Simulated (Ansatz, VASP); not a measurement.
ZrC in VASP and in Ansatz

INCAR

```
  PREC = Accurate
  ENCUT = 520
  EDIFF = 1E-6
  ISMEAR = -1
  SIGMA = 0.05
  LREAL = F
  LASPH = T
  NELM = 80
  ALGO = Normal
  ISIF = 2
  LWAVE = F
  LCHARG = F
  GGA = PE
  NBANDS = 15
```

The input KPOINTS:

```
Automatic mesh
0
Gamma
  15 15 15
```

The input POSCAR:

```
ZrC
1.0
    0.0235021000      2.3619610500      2.3619610500
    2.3619610500      0.0235021000      2.3619610500
    2.3619610500      2.3619610500      0.0235021000
Zr C
1 1
Direct
    0.5000000000      0.5000000000      0.5000000000
    0.0000000000      0.0000000000      0.0000000000
```

Input for Ansatz:

```yaml
crystal:
  lattice:
    - [0.0235021, 2.36196105, 2.36196105]
    - [2.36196105, 0.0235021, 2.36196105]
    - [2.36196105, 2.36196105, 0.0235021]
  atoms:
    - { symbol: Zr, position: [0.5, 0.5, 0.5] }
    - { symbol: C, position: [0.0, 0.0, 0.0] }
kpoints:
  mp_grid: { grid: [15, 15, 15] }
scf:
  occupations: { method: fermi_dirac, width: 0.05 }
hamiltonian:
  xc: pbe
  pseudopotentials: { kind: all_electron, lapw: { basis_error: 0.0005 } }
output:
  forces: true
  stress: true
  eigenvalues: true
```

Change from the starting cell: equal xy, yz and zx shear strains of +1 %.

Alike in both runs: task single point; functional PBE; k mesh 15 × 15 × 15; occupations fermi-dirac, width 0.05 eV; no spin polarisation.

```csv
,VASP,Ansatz
version,VASP 6.6.1,Ansatz 0.2.0
potentials or method,"VASP PAW PBE potentials, release 64 (Zr_sv, C)","all-electron LAPW, scalar-relativistic"
plane-wave cutoff (eV),520,see its input
```

Ansatz gave:

```
pressure (GPa)                                  : 1.3
largest component of the traceless stress (GPa) : 1.57
```

Task: What did VASP give for the same quantities?

Result: Pressure (GPa): 1.4; largest component of the traceless stress (GPa): 1.56.

Ansatz ran all-electron here, so the differences hold the error of VASP's frozen core and of both bases.
